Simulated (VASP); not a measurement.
# Si12HO24 (a cell with a defect) in VASP: a series of runs

One crystal, Si12HO24 (a cell with a defect), is run at these levels: PBE+D3(BJ), r2SCAN; tasks: single point.

All numbers are computed with VASP 6.6.1; they aren't measurements. Logs are shortened: lines on timing, memory, paths and dates and some standing lists are left out, and cuts for length are marked.

## Step 1: Starting point

The cell holds a defect, 74 atoms: a = 9.832 Å, b = 9.832 Å, c = 10.818 Å, α = 90.00°, β = 90.00°, γ = 120.00°.

## Step 2: Single point, PBE+D3(BJ)

Input file INCAR:

```
PREC = Accurate ; ENCUT = 450
EDIFF = 1E-6 ; ISMEAR = 0
SIGMA = 0.02 ; LREAL = False
LASPH = True ; NELM = 80
ALGO = Normal ; ISIF = 2
LWAVE = False ; LCHARG = False
GGA = PE ; IVDW = 12
NBANDS = 236
```

Input file KPOINTS:

```
regular mesh
0
Gamma
  1 1 1
```

Input file POSCAR:

```
Si12HO24
1.0
    9.8316000000      0.0000000000      0.0000000000
   -4.9158000000      8.5144153600      0.0000000000
    0.0000000000      0.0000000000     10.8182000000
Si O H
24 48 2
Direct
    0.2709099100      0.0094391800      0.1655027100
    0.9985581900      0.2592514300      0.3363694500
    0.2293313700      0.2350352900      0.9973888100
    0.2536999600      0.9943798200      0.6857301500
    0.9943088900      0.2605859300      0.8263963100
    0.2083269900      0.1946535800      0.5153311300
    0.2621491600      0.4975911800      0.1718615900
    0.0071092300      0.7712372900      0.3283148600
    0.2235410900      0.7272896200      0.0054956200
    0.2669434400      0.4925265000      0.6593211300
    0.9964925600      0.7555626100      0.8443723300
    0.2341662800      0.7379975200      0.4999615600
    0.7679183600      0.0027725800      0.1637768200
    0.5150453800      0.2909717700      0.3263891900
    0.7354828800      0.2356065700      0.9947544900
    0.7500254000      0.9945486100      0.6643177100
    0.4988791700      0.2694374300      0.8323993700
    0.7270726000      0.2340685100      0.4992150500
    0.7874783800      0.5096747300      0.1573528400
    0.5014811400      0.7712337700      0.3306460800
    0.7306058600      0.7321122000      0.9989357800
    0.7689976800      0.5017534200      0.6662599300
    0.4892422100      0.7549201000      0.8332459800
    0.7359702800      0.7334614600      0.4949275200
    0.0585994900      0.1851775900      0.4426589500
    0.2910020100      0.3666465000      0.1058264000
    0.1398598500      0.4267424900      0.2869976000
    0.2009835100      0.0720170000      0.0577487200
    0.4066298400      0.3704627500      0.3615348300
    0.4326514900      0.1539250100      0.2217404800
    0.0637104000      0.2018104000      0.9379856800
    0.2961209500      0.3602216000      0.5945064100
    0.1329963000      0.4206365700      0.7662825000
    0.1440959400      0.0534628100      0.6192837800
    0.3618947100      0.2974696100      0.8889306100
    0.4273668200      0.1382933600      0.7227606500
    0.0698422700      0.7005748600      0.4356703700
    0.2976032600      0.8725800500      0.1047948800
    0.1459163000      0.9395625000      0.2791979800
    0.1925934700      0.5656927500      0.0691771200
    0.3725483100      0.8040633200      0.3955902100
    0.4281822600      0.6421691300      0.2206537200
    0.0484628800      0.6811712500      0.9565332700
    0.2831508900      0.8721161200      0.6050312400
    0.1573768100      0.9148317700      0.8113722100
    0.2107464500      0.5753019700      0.5568150000
    0.3464649500      0.7730380600      0.8905284800
    0.4297587500      0.6246495600      0.7230592100
    0.5674995200      0.2199689900      0.4418414100
    0.8114747800      0.3713264800      0.0999751300
    0.6741022500      0.4415287100      0.2761049300
    0.7048024300      0.0708391800      0.0544039400
    0.8598764000      0.2853916600      0.3919929700
    0.9337635900      0.1388796900      0.2191445800
    0.5688786300      0.2097478700      0.9432799200
    0.7969424800      0.3651871000      0.6090898100
    0.6362505700      0.4334820500      0.7744881600
    0.6856066900      0.0652798700      0.5578710000
    0.8594873700      0.2928012300      0.8810256900
    0.9165469200      0.1276861800      0.7199152000
    0.5689396300      0.6934002000      0.4307230900
    0.7919415500      0.8629271600      0.1084292300
    0.6399768800      0.9359748100      0.2761740900
    0.7067804900      0.5682967600      0.0547796900
    0.8688771100      0.7964578400      0.3870153500
    0.9505596500      0.6538900700      0.2097545600
    0.5644435100      0.7011425300      0.9437322700
    0.7805881900      0.8618020400      0.6029322100
    0.6206643000      0.9221698500      0.7749832700
    0.7103227700      0.5713318500      0.5546426500
    0.8615482000      0.7938688900      0.8892565300
    0.9332905500      0.6387354700      0.7249986100
    0.4686794900      0.4825753500      0.3818611000
    0.2936252900      0.1344567200      0.4413508900
```

Potentials or basis: VASP PAW PBE potentials, release 64 (Si, O, H).

Started as:

```bash
cat potpaw_PBE.64/Si/POTCAR potpaw_PBE.64/O/POTCAR potpaw_PBE.64/H/POTCAR > POTCAR
mpirun -np 1 vasp_std > vasp.out
```

OUTCAR:

```text
PREC = Accurate
   ENCUT = 450
   EDIFF = 1E-6
   ISMEAR = 0
   LREAL = False
   LASPH = True
   NELM = 80
   ISIF = 2
   GGA = PE
   IVDW = 12
 IVDW          = 12

 ion  position               nearest neighbor table
   1  0.271  0.009  0.166-  28 1.62  39 1.63  30 1.63  38 1.63   8 3.04   3 3.05   9 3.10  14 3.13

   2  0.999  0.259  0.336-  25 1.62  53 1.62  27 1.62  54 1.63  13 3.04   7 3.05  18 3.10   6 3.12

   3  0.229  0.235  0.997-  28 1.62  26 1.62  31 1.62  35 1.63   1 3.05   5 3.07  17 3.07   7 3.08
[... 40 lines left out ...]
  25  0.059  0.185  0.443-   2 1.62   6 1.63
  26  0.291  0.367  0.106-   7 1.62   3 1.62
  27  0.140  0.427  0.287-   2 1.62   7 1.63
  28  0.201  0.072  0.058-   3 1.62   1 1.62
  29  0.407  0.370  0.362-  73 0.98  14 1.65   6 2.49
  30  0.433  0.154  0.222-   1 1.63  14 1.63
  31  0.064  0.202  0.938-   3 1.62   5 1.63
  32  0.296  0.360  0.595-  10 1.62   6 1.65
  33  0.133  0.421  0.766-   5 1.62  10 1.63
  34  0.144  0.053  0.619-   4 1.63   6 1.65
  35  0.362  0.297  0.889-  17 1.62   3 1.63
[... 35 lines left out ...]
  71  0.862  0.794  0.889-  11 1.62  21 1.63
  72  0.933  0.639  0.725-  22 1.63  11 1.63
  73  0.469  0.483  0.382-  29 0.98
  74  0.294  0.134  0.441-   6 1.48

  LATTYP: Found a hexagonal cell.
 ALAT       =     9.8316000000
 C/A-ratio  =     1.1003498922

  Lattice vectors:

 A1 = (   9.8316000000,   0.0000000000,   0.0000000000)
 A2 = (  -4.9158000000,   8.5144153600,   0.0000000000)
 A3 = (   0.0000000000,   0.0000000000,  10.8182000000)

Analysis of symmetry for initial positions (statically):
=====================================================================
 Subroutine PRICEL returns:
 Original cell was already a primitive cell.

 Routine SETGRP: Setting up the symmetry group for a
 hexagonal supercell.

 Subroutine GETGRP returns: Found  1 space group operations
 (whereof  1 operations were pure point group operations)
 out of a pool of 24 trial point group operations.

The static configuration has the point symmetry C_1 .

Analysis of symmetry for dynamics (positions and initial velocities):
=====================================================================
 Subroutine PRICEL returns:
 Original cell was already a primitive cell.

 Routine SETGRP: Setting up the symmetry group for a
 hexagonal supercell.

 Subroutine GETGRP returns: Found  1 space group operations
 (whereof  1 operations were pure point group operations)
 out of a pool of 24 trial point group operations.

The dynamic configuration has the point symmetry C_1 .

 Subroutine INISYM returns: Found  1 space group operations
 (whereof  1 operations are pure point group operations),
 and found     1 'primitive' translations

----------------------------------------------------------------------------------------

                                     Primitive cell

  volume of cell :     905.5950

  direct lattice vectors                    reciprocal lattice vectors
     9.831600000  0.000000000  0.000000000     0.101712844  0.058723938  0.000000000
    -4.915800000  8.514415360  0.000000000     0.000000000  0.117447876  0.000000000
     0.000000000  0.000000000 10.818200000     0.000000000  0.000000000  0.092436819

  length of vectors
     9.831600000  9.831600000 10.818200000     0.117447876  0.117447876  0.092436819

  position of ions in fractional coordinates (direct lattice)
     0.270909910  0.009439180  0.165502710
     0.998558190  0.259251430  0.336369450
     0.229331370  0.235035290  0.997388810
     0.253699960  0.994379820  0.685730150
     0.994308890  0.260585930  0.826396310
     0.208326990  0.194653580  0.515331130
[... 66 lines left out ...]
     0.468679490  0.482575350  0.381861100
     0.293625290  0.134456720  0.441350890

  ion indices of the primitive-cell ions
   primitive index   ion index
                 1           1
                 2           2
                 3           3
                 4           4
                 5           5
                 6           6
[... 66 lines left out ...]
                73          73
                74          74

----------------------------------------------------------------------------------------

 KPOINTS: regular mesh

Automatic generation of k-mesh.
 Grid dimensions read from file:
 generate k-points for:    1    1    1

 Generating k-lattice:

  Cartesian coordinates                     Fractional coordinates (reciprocal lattice)
     0.101712844  0.058723938  0.000000000     1.000000000  0.000000000  0.000000000
     0.000000000  0.117447876  0.000000000     0.000000000  1.000000000  0.000000000
     0.000000000  0.000000000  0.092436819     0.000000000  0.000000000  1.000000000

  Length of vectors
     0.117447876  0.117447876  0.092436819

  Shift w.r.t. Gamma in fractional coordinates (k-lattice)
     0.000000000  0.000000000  0.000000000

 Subroutine IBZKPT returns following result:
 ===========================================

 Found      1 irreducible k-points:

 Following reciprocal coordinates:
            Coordinates               Weight
  0.000000  0.000000  0.000000      1.000000
   k-points           NKPTS =      1   k-points in BZ     NKDIM =      1   number of bands    NBANDS=    236
   number of dos      NEDOS =    301   number of ions     NIONS =     74
   total plane-waves  NPLWV = 392000
   dimension x,y,z NGX =    70 NGY =   70 NGZ =   80
   dimension x,y,z NGXF=   140 NGYF=  140 NGZF=  160
   ions per type =              24  48   2
   NGX,Y,Z   is equivalent  to a cutoff of  11.84, 11.84, 12.29 a.u.
   NGXF,Y,Z  is equivalent  to a cutoff of  23.67, 23.67, 24.59 a.u.
 SYSTEM =  unknown system
   PREC   = accura    normal or accurate (medium, high low for compatibility)
   ISTART =      0    job   : 0-new  1-cont  2-samecut
   ICHARG =      2    charge: 1-file 2-atom 10-const
   ISPIN  =      1    spin polarized calculation?
   LNONCOLLINEAR =      F non collinear calculations
   LSORBIT =      F    spin-orbit coupling
   LASPH  =      T    aspherical Exc in radial PAW
   ENCUT  =  450.0 eV  33.07 Ry    5.75 a.u.  17.01 17.01 18.71*2*pi/ulx,y,z
   NELM   =     80;   NELMIN=  2; NELMDL= -5     # of ELM steps
   EDIFF  = 0.1E-05   stopping-criterion for ELM
   LREAL  =      F    real-space projection
   EDIFFG = 0.1E-04   stopping-criterion for IOM
   NSW    =      0    number of steps for IOM
   IBRION =     -1    ionic relax: 0-MD 1-quasi-New 2-CG
   NFREE  =      0    steps in history (QN), initial steepest desc. (CG)
   ISIF   =      2    stress and relaxation
   ISYM   =      2    0-nonsym 1-usesym 2-fastsym
   POTIM  = 0.5000    time-step for ionic-motion
   TEBEG  =    0.0;   TEEND  =   0.0 temperature during run
   PSTRESS=    0.0 pullay stress
   NELECT =     386.0000    total number of electrons
   NUPDOWN=      -1.0000    fix difference up-down
   EMIN   =  10.00;   EMAX   =-10.00  energy-range for DOS
   EFERMI =   0.00;   METHOD = LEGACY
   ISMEAR =     0;   SIGMA  =   0.02  broadening in eV -4-tet -1-fermi 0-gaus
   EFERMI_NEDOS =   21; number of points for ismear=-14 and -15
   IALGO  =     38    algorithm
   IMIX   =      4    mixing-type and parameters
     AMIX     =   0.40;   BMIX     =  1.00
     AMIX_MAG =   1.60;   BMIX_MAG =  1.00
  volume/ion in A,a.u.               =      12.24        82.58
  Fermi-wavevector in a.u.,A,eV,Ry     =   1.232043  2.328224 20.652696  1.517930
  Thomas-Fermi vector in A             =   2.366829
   LORBIT       =      0    0 simple, 1 ext, 2 COOP (PROOUT), +10 PAW based schemes
   GGA     = PE    functional components
   LHFCALC =     F    Hartree Fock is set to
   AEXX    =    0.0000 exact exchange contribution
   IVDW    =    12    specifies the selected vdW correction
   LEPSILON=     F    determine dielectric tensor
   LRPA    =     F    only Hartree local field effects (RPA)
 non-spin polarized calculation
 Gauss-broadening in eV      SIGMA  =   0.02
  energy-cutoff  :      450.00
  volume of cell :      905.60
 maximum number of plane-waves:     19597
 NGX is ok and might be reduce to    70
   NGX = 33   NGY = 33   NGZ = 37

 number of electron     385.9999978 magnetization

 Free energy of the ion-electron system (eV)
  ---------------------------------------------------
  ext. energy  EPLUGINS =         0.00000000
  ---------------------------------------------------
  free energy    TOTEN  =      -573.26818920 eV

  energy without entropy =     -573.26818920  energy(sigma->0) =     -573.26818920

 E-fermi :   1.9088     XC(G=0):  -9.2965

 val. band max:        1.7862799211   @ k =   0.0000   0.0000   0.0000
 cond. band min:       7.0784455841   @ k =   0.0000   0.0000   0.0000
 fundamental gap:      5.2921656631
 Fermi energy:         1.9087843013

 k-point     1 :       0.0000    0.0000    0.0000
  band No.  band energies     occupation
      1     -18.1973      2.00000
      2     -17.7979      2.00000
      3     -17.7259      2.00000
      4     -17.7080      2.00000
      5     -17.6787      2.00000
      6     -17.6642      2.00000
[... 197 lines left out ...]
    204       9.8290      0.00000
    205      10.0439      0.00000
 [bands above 205 left out]

------------------------ aborting loop because EDIFF is reached ----------------------------------------

 Edisp (eV)  -10.53117

 E8    (eV) :    -3.5587

  FORCE on cell =-STRESS in cart. coord.  units (eV):
  Direction    XX          YY          ZZ          XY          YZ          ZX
  --------------------------------------------------------------------------------------
  -------------------------------------------------------------------------------------
  Total      -3.84731    -1.57295     3.47716     1.90464    -6.00845     0.36148
  in kB      -6.80666    -2.78286     6.15179     3.36969   -10.63015     0.63952
  external pressure =       -1.15 kB  Pullay stress =        0.00 kB

 VOLUME and BASIS-vectors are now :
 -----------------------------------------------------------------------------
  energy-cutoff  :      450.00
  volume of cell :      905.60
      direct lattice vectors                 reciprocal lattice vectors
     9.831600000  0.000000000  0.000000000     0.101712844  0.058723938  0.000000000
    -4.915800000  8.514415360  0.000000000     0.000000000  0.117447876  0.000000000
     0.000000000  0.000000000 10.818200000     0.000000000  0.000000000  0.092436819

 POSITION                                       TOTAL-FORCE (eV/Angst)
 -----------------------------------------------------------------------------------
      2.61708      0.08037      1.79044         0.022318      0.008373      0.004111
      8.54300      2.20737      3.63891        -0.008411      0.016998     -0.002165
      1.09931      2.00119     10.78995        -0.008208     -0.012132      0.002664
     -2.39390      8.46656      7.41837         0.049505     -0.010312      0.003540
      8.49466      2.21874      8.94012        -0.004670      0.010231     -0.002918
      1.09131      1.65736      5.57496         0.253653     -0.091512     -0.209964
[... 66 lines left out ...]
      2.23563      4.10885      4.13105        -0.023520      0.108208      0.024785
      2.22584      1.14482      4.77462        -0.253225      0.087240      0.190647
 -----------------------------------------------------------------------------------
    total drift:                               -0.002677      0.000089     -0.001204

  FREE ENERGIE OF THE ION-ELECTRON SYSTEM (eV)
  ---------------------------------------------------
  free  energy   TOTEN  =      -583.7993559478 eV

  energy  without entropy=     -583.7993559478  energy(sigma->0) =     -583.79935595
```

It took 5 min on 1 thread of Intel Xeon 6975P-C (Granite Rapids), shared host; peak memory 0.83 GiB.

Results:

```yaml
Free_energy: -583.7994 eV
Largest_force: 0.342 eV/Å
Band_gap_on_the_k_mesh: 5.29 eV, direct
Dispersion_energy_per_atom: -0.142 eV
```

Forces on the atoms (eV/Å):
```
Si   0.022  0.008  0.004
Si  -0.008  0.017 -0.002
Si  -0.008 -0.012  0.003
Si   0.050 -0.010  0.004
Si  -0.005  0.010 -0.003
Si   0.254 -0.092 -0.210
Si   0.018 -0.003  0.002
Si  -0.012  0.016  0.001
Si  -0.001 -0.007  0.003
Si   0.010  0.006 -0.007
Si  -0.009  0.008 -0.007
Si  -0.003 -0.006  0.002
Si   0.012 -0.001  0.000
Si  -0.014 -0.051  0.012
Si  -0.008 -0.016  0.003
Si   0.017 -0.006 -0.001
Si  -0.007  0.021  0.003
Si  -0.013 -0.013 -0.006
Si   0.027  0.001 -0.004
Si  -0.007  0.019  0.002
Si  -0.018 -0.012  0.005
Si   0.012  0.003 -0.004
Si  -0.010  0.012  0.006
Si  -0.003 -0.008  0.001
O    0.015  0.005  0.004
O   -0.007 -0.004 -0.003
O    0.005 -0.002 -0.001
O    0.005  0.004  0.000
O   -0.026 -0.055  0.003
O   -0.002  0.005 -0.002
O   -0.003  0.009 -0.004
O   -0.001 -0.019 -0.010
O    0.010 -0.003 -0.003
O   -0.013 -0.001 -0.010
O   -0.003 -0.008  0.001
O   -0.003  0.002 -0.002
O   -0.003  0.006 -0.001
O   -0.005 -0.008 -0.003
O    0.005 -0.005 -0.005
O    0.007  0.004  0.002
O   -0.004 -0.010  0.005
O   -0.004 -0.001  0.002
O   -0.008 -0.004  0.005
O   -0.015 -0.001  0.003
O    0.004  0.003 -0.001
O    0.009  0.004  0.005
O    0.000 -0.007  0.004
O   -0.003  0.004 -0.001
O    0.016  0.010  0.000
O   -0.005 -0.004 -0.002
O    0.000  0.004 -0.002
O    0.006  0.003  0.000
O    0.004 -0.009  0.003
O   -0.002  0.007  0.003
O   -0.003  0.006 -0.003
O   -0.002 -0.006 -0.001
O    0.007 -0.003  0.000
O    0.007  0.001  0.001
O    0.000 -0.004  0.000
O   -0.005  0.006  0.003
O   -0.003 -0.002 -0.006
O   -0.004 -0.007 -0.002
O    0.009  0.000 -0.003
O    0.008  0.000  0.001
O    0.001 -0.008  0.000
O   -0.002  0.002 -0.001
O    0.000  0.008 -0.003
O   -0.012 -0.002 -0.001
O    0.006 -0.002 -0.001
O    0.007  0.000  0.003
O   -0.001 -0.004 -0.002
O   -0.004  0.006  0.005
H   -0.024  0.108  0.025
H   -0.253  0.087  0.191
```

Caveat: the cutoff is under 1.25 times the usual one of these potentials, so pressure, stress and relaxed cells hold a basis-set (Pulay) error.

## Step 3: Single point, r2SCAN

Changes to INCAR since step 2:

```diff
@@ -6,3 +6,3 @@
 LWAVE = False ; LCHARG = False
-GGA = PE ; IVDW = 12
+METAGGA = R2SCAN ; LMIXTAU = True
 NBANDS = 236
```

KPOINTS is that of step 2.

POSCAR is that of step 2.

Potentials or basis: VASP PAW PBE potentials, release 64 (Si, O, H).

Started as:

```bash
cat potpaw_PBE.64/Si/POTCAR potpaw_PBE.64/O/POTCAR potpaw_PBE.64/H/POTCAR > POTCAR
mpirun -np 1 vasp_std > vasp.out
```

Run time: 15 min. Hardware: 1 thread of Intel Xeon 6975P-C (Granite Rapids), shared host; peak memory 0.9 GiB.

The run converged. Its results:

* Free energy: -719.9178 eV
* Largest force: 0.575 eV/Å
* Band gap on the k mesh: 5.91 eV, direct

Forces on the atoms (eV/Å):
```
Si  -0.003  0.013  0.008
Si  -0.025  0.038 -0.019
Si  -0.014 -0.043  0.018
Si   0.043 -0.030  0.081
Si  -0.031  0.017 -0.025
Si   0.067 -0.189 -0.023
Si   0.021  0.017 -0.028
Si   0.000  0.054 -0.009
Si  -0.008 -0.082  0.008
Si   0.013  0.040  0.000
Si   0.033  0.056  0.013
Si  -0.018 -0.026 -0.014
Si   0.038  0.000  0.003
Si   0.055  0.010 -0.009
Si  -0.005 -0.021 -0.001
Si   0.061 -0.003 -0.006
Si  -0.022  0.041  0.002
Si  -0.028 -0.032  0.002
Si   0.054 -0.014  0.032
Si  -0.008  0.024 -0.002
Si  -0.036 -0.027  0.003
Si   0.034 -0.003 -0.017
Si  -0.005  0.029  0.011
Si  -0.026 -0.031  0.016
O    0.141  0.218 -0.084
O   -0.258 -0.025 -0.107
O    0.112 -0.218 -0.185
O    0.160  0.240  0.135
O    0.344  0.155 -0.005
O   -0.210  0.021  0.132
O    0.110  0.239 -0.147
O   -0.258 -0.108 -0.061
O    0.143 -0.213 -0.127
O    0.357  0.173 -0.092
O    0.115 -0.239  0.130
O   -0.270  0.003  0.198
O    0.103  0.274 -0.122
O   -0.270 -0.050 -0.097
O    0.116 -0.260 -0.201
O    0.182  0.219  0.119
O    0.099 -0.263  0.099
O   -0.228 -0.020  0.186
O    0.110  0.292 -0.181
O   -0.225 -0.044 -0.063
O   -0.041 -0.188 -0.264
O    0.138  0.192  0.131
O    0.121 -0.169  0.150
O   -0.282  0.021  0.123
O    0.187  0.242 -0.165
O   -0.293 -0.011 -0.129
O   -0.007 -0.172 -0.193
O    0.155  0.222  0.136
O    0.115 -0.208  0.135
O   -0.261 -0.012  0.168
O    0.125  0.222 -0.166
O   -0.283 -0.012 -0.138
O    0.150 -0.216 -0.132
O    0.184  0.221  0.131
O    0.127 -0.230  0.166
O   -0.260  0.036  0.144
O    0.085  0.278 -0.102
O   -0.254 -0.010 -0.149
O    0.136 -0.228 -0.155
O    0.182  0.239  0.124
O    0.117 -0.229  0.134
O   -0.258 -0.044  0.167
O    0.122  0.223 -0.153
O   -0.231 -0.024 -0.145
O    0.150 -0.219 -0.142
O    0.120  0.206  0.127
O    0.134 -0.263  0.183
O   -0.248 -0.009  0.174
H   -0.054 -0.265 -0.062
H   -0.437  0.171  0.332
```

Levels at points of the mesh, in eV from the valence-band top:
```tsv
k point	band 189	band 190	band 191	band 192	band 193	band 194	band 195	band 196	band 197	band 198
(0.00, 0.00, 0.00)	-0.77	-0.75	-0.68	-0.65	0.00	5.91	7.59	7.86	7.99	8.18
```

Caveat: the cutoff is under 1.25 times the usual one of these potentials, so pressure, stress and relaxed cells hold a basis-set (Pulay) error; the PAW data sets were made with another functional, which shifts forces and pressure a little. r2SCAN opens gaps a little over a GGA but as a rule still falls short of measured ones.
